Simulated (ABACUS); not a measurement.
The system is Tb.

```
Tb
1.0
     3.60100    0.00000    0.00000
    -1.80050    3.11856    0.00000
     0.00000    0.00000    5.69360
Tb
2
Direct
  0.66667 0.33333 0.75000
  0.33333 0.66667 0.25000
```

* Program: ABACUS 3.10.1
* Task: single point
* Functional: PBE
* Potentials or basis: PseudoDojo NC SR 0.4.1 PBE standard, lanthanides 3+ (f in core)
* Cutoff: 680 eV
* Density cutoff: 2721 eV
* Basis: plane waves
* k mesh: 9 × 9 × 5
* Occupations: fermi-dirac, width 0.05 eV
* Spin: collinear spin, ferromagnetic start
* Starting moments: [1.0, 1.0] μB

On this cell: largest force under 0.003 eV/Å; net moment 0.00 μB per cell; band gap on the k mesh none (metal or under the smearing width).

The same run follows on a disturbed copy (atoms moved at random, drawn with an rms of 0.05 Å):

```
CELL_PARAMETERS angstrom
3.60100 0.00000 0.00000
-1.80050 3.11856 0.00000
0.00000 0.00000 5.69360
ATOMIC_POSITIONS crystal
Tb 0.66413 0.33116 0.74522
Tb 0.33598 0.66667 0.24961
```

Question: What changes?

Answer: The energy (extrapolated to zero smearing) moves by +0.6 meV/atom; largest force 0.078 eV/Å; net moment 0.00 μB per cell; band gap on the k mesh none (metal or under the smearing width).

Forces in eV/Å, atoms in the order of the input:
```
Tb   0.019  0.009  0.075
Tb  -0.019 -0.009 -0.075
```

Caveats: the magnetic or orbital state may not be the lowest; all typed moments are zero, and the program then starts from 1 μB on every atom; spin-orbit coupling is left out, which moves the levels of the heavy elements; the 4f electrons are frozen in the core as for a trivalent ion, so they carry no moment and show no levels.
